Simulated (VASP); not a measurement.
Ti2C:

```
CELL_PARAMETERS angstrom
1.54070 0.88952 4.81377
-1.54070 0.88952 4.81377
0.00000 -1.77905 4.81377
ATOMIC_POSITIONS crystal
Ti 0.75450 0.75450 0.75450
Ti 0.24550 0.24550 0.24550
C 0.50000 0.50000 0.50000
```

The cell comes from a database or a generator and needn't be the stable form of this composition.

```yaml
Program: VASP 6.6.1
Task: relaxation of cell and atoms
Functional: PBEsol
Potentials_or_basis: VASP PAW PBE potentials, release 64 (Ti_sv, C)
Cutoff: 600 eV
k_mesh: 10 × 10 × 10
Occupations: fermi-dirac, width 0.05 eV
Spin: no spin polarisation
Hubbard_terms: Ti d U = 8 eV
```

At the start: pressure 15.1 GPa; volume 13.19 Å³/atom.

Question: Where does the relaxation end?

Answer: Over 11 steps the energy falls by 44.2 meV/atom and the volume is 14.14 Å³/atom (+7.2 %); space group R-3m (No. 166, to 0.05 Å).

Step by step:
```
step  energy change (eV)  largest force (eV/Å)  pressure (GPa)  volume (Å³)
   1              0.0000                0.9478           15.11        39.58
   2              0.2158                1.4875          -17.38        47.15
   3             -0.1301                0.2145           -0.12        42.25
   4             -0.1303                0.1830            0.31        42.17
   5             -0.1302                0.1642            0.52        42.11
   6             -0.1322                0.0424            0.26        42.30
   7             -0.1323                0.0042            0.17        42.38
   8             -0.1325                0.0210           -0.21        42.48
   9             -0.1325                0.0164           -0.21        42.46
  10             -0.1325                0.0061            0.10        42.42
  11             -0.1325                0.0036            0.00        42.43
```

Final structure:
```cif
data_structure
_symmetry_space_group_name_H-M 'P 1'
_symmetry_Int_Tables_number 1
_cell_length_a 5.2577
_cell_length_b 5.2577
_cell_length_c 5.2577
_cell_angle_alpha 34.882
_cell_angle_beta 34.882
_cell_angle_gamma 34.882
_cell_volume 42.43
loop_
_atom_site_label
_atom_site_type_symbol
_atom_site_fract_x
_atom_site_fract_y
_atom_site_fract_z
_atom_site_occupancy
Ti1 Ti 0.75403 0.75403 0.75403 1
Ti2 Ti 0.24597 0.24597 0.24597 1
C1 C 0.50000 0.50000 0.50000 1
```

Caveat: the PAW data sets were made with another functional, which shifts forces and pressure a little; U without spin polarisation on a metal has little footing; the U is typed as a test and isn't derived for this compound.
